Q: I grow a film of cubic HfO₂ on a substrate that squeezes it in the plane. I know how the gap responds to hydrostatic pressure. Can I work out the film's volume and read the gap from that?

A: The table lets you try this. Its hydrostatic rows give the response to volume, and its epitaxial rows describe a film like yours, held in the plane and free along the normal, provided that the normal is a cube axis.

Fluorite HfO2 (3-atom cell, a = 5.058 Å) in Ansatz 0.2.0: PBE, plane-wave PAW, 420 eV cutoff, 8×8×8 k mesh, no spin polarisation, geometries relaxed with r2SCAN. Strain is per length, with shear as engineering angle; uniaxial strain holds the sides and epitaxial strain frees the normal. Changes and energy rises are relative to the unstrained cell.

```csv
strain kind,strain (%),band gap (eV),band gap change (eV),least direct gap change (eV),gap kind,energy rise per atom (meV),pressure change (GPa)
epitaxial xy,-4,3.271,-0.532,-0.244,indirect,101.0,20.36
epitaxial xy,-3,3.479,-0.324,-0.139,indirect,60.9,14.76
epitaxial xy,-2.5,3.570,-0.234,-0.100,indirect,44.8,12.08
epitaxial xy,-2,3.652,-0.151,-0.067,indirect,31.2,9.51
epitaxial xy,-1,3.784,-0.019,-0.019,direct,11.1,4.59
epitaxial xy,1,3.662,-0.142,-0.139,indirect,-2.3,-4.31
epitaxial xy,2,3.500,-0.304,-0.281,indirect,3.5,-8.33
epitaxial xy,3,3.308,-0.495,-0.426,indirect,16.9,-12.06
epitaxial xy,4,3.120,-0.683,-0.574,indirect,37.5,-15.53
hydrostatic,-4,4.086,0.283,0.283,direct,195.5,42.64
hydrostatic,-3,4.019,0.215,0.215,direct,116.4,29.84
hydrostatic,-2,3.947,0.144,0.144,direct,58.7,18.58
hydrostatic,-1.17,3.886,0.083,0.083,direct,25.7,10.27
hydrostatic,-1,3.875,0.072,0.072,direct,20.6,8.68
hydrostatic,1,3.729,-0.074,-0.074,direct,-4.2,-7.60
hydrostatic,2,3.657,-0.146,-0.146,direct,6.2,-14.23
hydrostatic,3,3.582,-0.221,-0.221,direct,30.0,-20.02
hydrostatic,4,3.507,-0.296,-0.296,direct,66.0,-25.03
shear xy,-2.37,3.804,0.001,0.001,direct,1.4,0.08
shear xy,2.5,3.804,0.001,0.001,direct,1.6,0.09
uniaxial x,-1,3.752,-0.052,-0.050,indirect,6.1,2.78
uniaxial x,5.16,3.208,-0.595,-0.420,indirect,27.7,-12.20
uniaxial y,-2.74,3.584,-0.219,-0.155,indirect,26.3,7.99
uniaxial z,2,3.656,-0.147,-0.138,indirect,-0.4,-5.14
```

Near zero strain the hydrostatic rows give

$$\Delta E_\mathrm{gap} \approx -2.43\ \mathrm{eV}\times \ln V ,$$

where $V$ is the volume relative to the unstrained cell. This volume rule stays within 15 meV of every hydrostatic row. For your film it fails.

Q: By how much?

A: Take the film compressed by 4 %. Its normal, relaxed with r2SCAN, expands by 1.64 %, so $\ln V = 2\ln 0.96 + \ln 1.0164 = -0.065$. The volume rule then promises a gap wider by 0.16 eV. The computed gap is narrower by 0.53 eV, so even the sign is wrong.

This is no accident of one row. Seven epitaxial and uniaxial rows have a reduced volume, and the gap narrows in all seven.

Q: Could I have noticed this without the hydrostatic rows?

A: Yes, by comparing the two signs of strain. A quantity that responds linearly must change sign when the strain does. At 1 % epitaxial compression the gap falls by 0.019 eV, and at 1 % tension it falls by 0.142 eV. Both changes are negative, so a single linear coefficient is already ruled out at small strain.

Q: Perhaps the response is simply curved, and I need a quadratic term.

A: Then the part common to both signs should grow fourfold when the strain doubles. Averaged over compression and tension, it grows only 2.7-fold between 2 and 4 %. A sharp kink at zero strain would give a factor of 2. Two things push the factor above 2. Beyond about 1 % the gap is measured to a different conduction state, which starts higher and falls faster. And the least direct gap itself bends: averaged in the same way, its fall grows from 0.174 to 0.409 eV.

Q: Which states are they?

A: In the cubic cell both edges lie at X, the zone-boundary point along a cube axis. There are three such points, one for each axis, and cubic symmetry makes them equivalent. Once one axis differs in length from the other two, that equivalence is lost. In every epitaxial and uniaxial row the valence maximum sits at an X point belonging to a relatively short axis.

Theory explains why this narrows the gap. At fixed volume, the first-order shifts of equivalent levels average to zero, so if some fall, others must rise. The valence edge is the highest of its set and therefore moves up. The conduction edge is the lowest of its set and moves down or stays. Reversing the strain changes which X points hold the valence edge, but the splitting still narrows the gap.

Q: Does that account for the whole loss?

A: At 1 % strain of either sign it accounts for what the volume rule misses, because both edges are still at X points. That part comes mainly from the valence side: at 1 % tension the conduction levels at the long-axis and short-axis X points differ by only 3 meV. At 4 % compression the direct gap has fallen by 0.244 eV, but the conduction minimum has moved to Γ, the zone centre, and lies another 0.288 eV lower.

The lowest conduction state at Γ in fluorite HfO₂ is normally a pair of Hf 5d orbitals of $e_g$ type. The outputs print no orbital characters, so this assignment rests on standard ligand-field reasoning. Making one axis different splits the pair, and one member falls for either sign of the strain. The same argument as for the X points applies.

Q: Can I put that into a formula?

A: For the rows with the minimum at Γ, a simple one works. Let $\eta$ be the strain of the unique axis minus that of the other two. Assume that volume shifts the gap in proportion to $\ln V$, and that the rise of the valence edge at X and the fall of the Γ level together lower it in proportion to $|\eta|$. A least-squares fit to those ten rows gives

$$E_\mathrm{gap} \approx 3.94 - 1.7\,\ln V - 13.3\,|\eta| \quad \text{(in eV)}.$$

For your film at 4 % compression, $\eta = 0.0164 + 0.04 = 0.056$. The formula gives $3.94 + 0.11 - 0.75 = 3.30$ eV, against 3.27 eV computed. This row was part of the fit, so the agreement is a consistency check and not a prediction.

Q: How far should I trust it?

A: Its typical miss is 27 meV, or 40 meV when each row is predicted from the other nine. It is on average too high when the unique axis is the short one. That is the expected direction: a single short axis departs further from the mean length than two short axes do, so its valence level should rise further, and the formula leaves this out. The 1 % epitaxial rows agree: the gap falls short of the volume rule by 0.10 eV under tension, with one short axis, and by 0.06 eV under compression, with two. This first-order difference fades with strain: at 4 % the direct gap falls short by 0.41 eV under tension and 0.40 eV under compression, because with two short axes it falls faster than linearly, for a reason the outputs do not show. In the epitaxial rows the volume and the sign of $\eta$ also change together, so read −1.7 as a fitted number and not as a clean volume coefficient. The output printed after this exchange gives the details.

The strain at which Γ takes over is less certain. In the epitaxial rows it lies between 1 and 2 % for either sign of the strain. The gap lies 84 and 185 meV below the direct gap at 2 and 3 % compression, and 23 and 69 meV below it at 2 and 3 % tension, which extrapolates to crossings near 1.2 and 1.5 %. The crossing depends on how far Γ lies above X in the cubic cell. The fit puts this at 0.14 eV and the same extrapolations at 0.12 and 0.07 eV, so only about 0.1 eV. Spin–orbit coupling, which is missing here, or another functional could shift that spacing and move the crossing.

Two limits concern a real film. PBE gaps are too small, so use the table for changes and not for absolute gaps. And the 3-atom cell forbids the oxygen displacements to which cubic HfO₂ is unstable at low temperature. If your film distorts in that way, its gap will change further.

Q: Some energy rises in the table are negative. Is the unstrained cell wrong, and does that cause the odd gaps?

A: The cell was relaxed with r2SCAN but the energies are from PBE, which finds it under a pressure of 5.98 GPa. A slight expansion therefore releases energy. Pressure times volume change predicts a linear gain of 12.1 meV an atom for 1 % hydrostatic expansion, part of which the elastic cost takes back, and half the energy difference between the +1 and −1 % rows, which isolates the linear part, is 12.4 meV. So the negative values come from mixing two functionals.

They do not explain the gaps. The PBE pressure vanishes near 0.8 % hydrostatic expansion, and the hydrostatic gap falls steadily through that region without a turn.

Q: Does every change of shape narrow the gap, then?

A: No. The two shear rows widen it by only about 0.001 eV. The two signs of shear give mirror-image cells, so their agreement proves nothing; what counts is that the change is tiny and is a widening, where a first-order splitting would narrow the gap. A small shear in the xy plane tilts the axes but leaves their lengths equal to first order, so neither the X levels nor the $e_g$ pair should split at that order. What matters is that the axes become unequal in length. A film whose normal is a cube diagonal keeps the three axes equal, so the pressure coefficient is expected to serve better there. The table holds no such film to test this.

Q: What should I do before I use a pressure coefficient for a film?

A: Compute the gap at equal compression and tension in the plane. If the two changes are not opposite and nearly equal, drop the pressure coefficient and look up where the band edges lie in each strained cell. Fit a strain formula only to rows whose edges are of the same kind.

Numerical output:

```
Volume rule, gap change per unit of ln V from the hydrostatic rows at 1 % either way (eV): -2.433
Largest miss of the volume rule on the hydrostatic rows (meV): 14.99
Gap change expected from volume alone, epitaxial rows from -4 to +4 % (eV): epitaxial xy 0.1592, epitaxial xy 0.1194, epitaxial xy 0.09952, epitaxial xy 0.07967, epitaxial xy 0.03986, epitaxial xy -0.04012, epitaxial xy -0.08036, epitaxial xy -0.1206, epitaxial xy -0.161
Expected less computed gap change, same epitaxial rows (eV): epitaxial xy 0.6912, epitaxial xy 0.4434, epitaxial xy 0.3335, epitaxial xy 0.2307, epitaxial xy 0.05886, epitaxial xy 0.1019, epitaxial xy 0.2236, epitaxial xy 0.3744, epitaxial xy 0.522
Gap change expected from volume alone, uniaxial rows in table order (eV): uniaxial x 0.02446, uniaxial x -0.1224, uniaxial y 0.0676, uniaxial z -0.04818
Number of epitaxial and uniaxial rows with reduced volume: 7
Number of these in which the gap closes: 7
Mean gap change of epitaxial -4 and +4 % (eV): -0.6075
Ratio of that mean to the mean for -2 and +2 % (a quadratic term gives 4, a linear kink 2): 2.67
Gap below the least direct gap, epitaxial rows from -4 to +4 % (meV): epitaxial xy 288, epitaxial xy 185, epitaxial xy 134, epitaxial xy 84, epitaxial xy 0, epitaxial xy 3, epitaxial xy 23, epitaxial xy 69, epitaxial xy 109
fit of band_gap on 10 rows (atg == 1): constant 3.939 +/- 0.034, coefficient of lnv -1.699 +/- 0.22, coefficient of ae -13.33 +/- 0.85; rms 0.0268, worst uniaxial x -0.0422, leave-one-out rms 0.0404
  rows outside the fit (model, value, miss): epitaxial xy 3.784, 3.784, 5.62e-05; epitaxial xy 3.732, 3.662, 0.0705; hydrostatic 4.147, 4.086, 0.0613; hydrostatic 4.095, 4.019, 0.0755; hydrostatic 4.042, 3.947, 0.0952; hydrostatic 3.999, 3.886, 0.113; hydrostatic 3.99, 3.875, 0.115; hydrostatic 3.888, 3.729, 0.159; hydrostatic 3.838, 3.657, 0.181; hydrostatic 3.789, 3.582, 0.207; hydrostatic 3.739, 3.507, 0.232; shear xy 3.939, 3.804, 0.135; shear xy 3.939, 3.804, 0.135; uniaxial x 3.823, 3.752, 0.071
Rms miss of the volume rule on the ten rows with the minimum at Gamma (meV): 402.1
Mean miss of the Gamma line, unique axis relatively stretched (meV): -16.27
Mean miss of the Gamma line, unique axis relatively shortened (meV): 24.41
Least height of the Gamma line above the computed gap in the other rows (meV): 0.0562
Half the energy difference between hydrostatic +1 and -1 % (meV an atom): -12.4
The same from residual pressure times volume change (meV an atom): -12.08
Hydrostatic strain at which the PBE pressure vanishes, straight line between -1 and +1 % (%): 0.801
```
